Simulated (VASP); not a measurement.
# K: molecular dynamics at constant energy

K, Pnma (no. 62), 16 atoms in the cell. PBE, molecular dynamics; PAW potentials K_pv (PBE set).

Ensemble: NVE; Starting temperature (K): 1000.

## Input

INCAR:
```
  ALGO = Fast
  EDIFF = 1E-6
  ENCUT = 200
  GGA = PE
  IBRION = 0
  ISIF = 2
  ISMEAR = -1
  ISYM = 0
  LASPH = True
  LCHARG = False
  LREAL = Auto
  LWAVE = False
  MDALGO = 2
  NCORE = 2
  NELM = 60
  NELMIN = 4
  NSW = 60
  POTIM = 2.0
  PREC = Normal
  RANDOM_SEED = 870249 0 0
  SIGMA = 0.05
  SMASS = -3
  TEBEG = 1000
```

KPOINTS:
```
k-points
0
Gamma
  1 1 1
```

POSCAR:
```
K
1.0
   10.8172410000      0.0000000000      0.0000000000
    0.0000000000     10.8638560000      0.0000000000
    0.0000000000      0.0000000000     10.9219510000
K
16
Direct
    0.3463320000      0.3750000000      0.0676460000
    0.3463320000      0.8750000000      0.0676460000
    0.8463320000      0.3750000000      0.4323540000
    0.8463320000      0.8750000000      0.4323540000
    0.6536680000      0.1250000000      0.9323540000
    0.6536680000      0.6250000000      0.9323540000
    0.1536680000      0.1250000000      0.5676460000
    0.1536680000      0.6250000000      0.5676460000
    0.4701420000      0.3750000000      0.6612780000
    0.4701420000      0.8750000000      0.6612780000
    0.9701420000      0.3750000000      0.8387220000
    0.9701420000      0.8750000000      0.8387220000
    0.5298580000      0.1250000000      0.3387220000
    0.5298580000      0.6250000000      0.3387220000
    0.0298580000      0.1250000000      0.1612780000
    0.0298580000      0.6250000000      0.1612780000
```

Commands:
```
cat potpaw_PBE.64/K_pv/POTCAR > POTCAR
mpirun -np 2 vasp_gam > vasp.out
```

## Result

- Spread of the conserved energy (meV/atom): 0.27
- Rise of the mean potential energy above the start (meV/atom): 32.0
- Mean temperature (K): 737
- Electronic steps per ionic step after the first: 4.1

Course of the run:

| Time (fs) | Temperature (K) | Potential energy less the first (meV/atom) | Conserved energy less the first (meV/atom) |
|---|---|---|---|
| 2 | 1000 | 0.0 | 0.00 |
| 12 | 990 | 1.2 | 0.02 |
| 20 | 971 | 3.5 | 0.05 |
| 30 | 933 | 8.2 | 0.09 |
| 38 | 893 | 13.1 | 0.11 |
| 48 | 833 | 20.3 | 0.15 |
| 56 | 780 | 26.7 | 0.17 |
| 66 | 711 | 35.2 | 0.19 |
| 74 | 656 | 41.9 | 0.21 |
| 84 | 591 | 49.8 | 0.22 |
| 92 | 545 | 55.4 | 0.24 |
| 102 | 496 | 61.3 | 0.25 |
| 110 | 467 | 64.8 | 0.26 |
| 120 | 443 | 67.7 | 0.27 |

The mean temperature lies below the starting 1000 K, since the atoms start on their sites and part of their kinetic energy turns into potential energy.

REPORT:
```
MDALGO =   2
               SCALING =       0
                 CNEXP =     9.000   14.000
           RANDOM_SEED =            870249                0                0

   original number of atomic DOF:         45
   number of independent constraints:      0
   number of active DOF:                  45

========================================
         MD step No.       1
========================================

  Atomic velocities initialized by STEP_tb

  >Energies
                    E_tot             E_pot             E_kin               EPS                ES
   e_b>   -0.12389789E+02   -0.14328255E+02    0.19384666E+01    0.00000000E+00    0.00000000E+00

  >Temperature
               T_sim     T_inst
   tmprt>   1000.000    999.770

  >Thermostat:
           s(n+1) sdot(n+1)      s(n)   sdot(n)        Qs
   s_b>   0.00000   0.00000   0.00000   0.00000  -3.00000

           RANDOM_SEED =            870249               96                0

[... steps left out ...]

========================================
         MD step No.      60
========================================

  >Energies
                    E_tot             E_pot             E_kin               EPS                ES
   e_b>   -0.12385422E+02   -0.13245187E+02    0.85976454E+00    0.00000000E+00    0.00000000E+00

  >Temperature
               T_sim     T_inst
   tmprt>   1000.000    443.426

  >Thermostat:
           s(n+1) sdot(n+1)      s(n)   sdot(n)        Qs
   s_b>   0.00000   0.00000   0.00000   0.00000  -3.00000

           RANDOM_SEED =            870249               96                0
```

OSZICAR:
```
N       E                     dE             d eps       ncg     rms          rms(c)
DAV:   1     0.323556190703E+03    0.32356E+03   -0.35064E+04   182   0.679E+02
DAV:   2    -0.288501700314E+01   -0.32644E+03   -0.31733E+03   142   0.191E+02
DAV:   3    -0.137595156864E+02   -0.10874E+02   -0.10412E+02   156   0.278E+01
DAV:   4    -0.142937313093E+02   -0.53422E+00   -0.51297E+00   164   0.411E+00
DAV:   5    -0.143067089926E+02   -0.12978E-01   -0.11757E-01   145   0.533E-01    0.501E+00
RMM:   6    -0.143171578299E+02   -0.10449E-01   -0.17765E-02   147   0.405E-01    0.308E+00
RMM:   7    -0.143270702706E+02   -0.99124E-02   -0.39281E-02   152   0.655E-01    0.150E-01
RMM:   8    -0.143280388516E+02   -0.96858E-03   -0.33243E-03   161   0.184E-01    0.476E-02
RMM:   9    -0.143282316567E+02   -0.19281E-03   -0.81831E-04   165   0.927E-02    0.144E-02
RMM:  10    -0.143282536554E+02   -0.21999E-04   -0.18689E-04   167   0.415E-02    0.683E-03
RMM:  11    -0.143282537532E+02   -0.97850E-07   -0.32765E-05   165   0.155E-02    0.158E-03
RMM:  12    -0.143282547828E+02   -0.10296E-05   -0.87416E-06   114   0.736E-03    0.113E-03
[... left out ...]
     58 T=   451. E= -.12385568E+02 F= -.13260435E+02 E0= -.13121111E+02  EK= 0.87487E+00 SP= 0.00E+00 SK= 0.00E+00
     59 T=   447. E= -.12385504E+02 F= -.13252279E+02 E0= -.13113072E+02  EK= 0.86678E+00 SP= 0.00E+00 SK= 0.00E+00
[... last step whole ...]
       N       E                     dE             d eps       ncg     rms          rms(c)
DAV:   1    -0.132451861591E+02    0.70933E-02   -0.74981E-05    75   0.280E-01    0.400E-03
RMM:   2    -0.132451866737E+02   -0.51460E-06   -0.97275E-06   139   0.115E-02    0.180E-03
RMM:   3    -0.132451868231E+02   -0.14939E-06   -0.20976E-06    84   0.557E-03    0.895E-04
RMM:   4    -0.132451868725E+02   -0.49387E-07   -0.26417E-07    61   0.191E-03
     60 T=   443. E= -.12385422E+02 F= -.13245187E+02 E0= -.13106090E+02  EK= 0.85976E+00 SP= 0.00E+00 SK= 0.00E+00
```

Limits: 120 fs of 16 atoms are too short for converged averages.

VASP 6.6.1 took 722 s on 2 cores (Intel Xeon Platinum 8259CL @ 2.50GHz (Skylake/Cascade Lake)), a shared host.
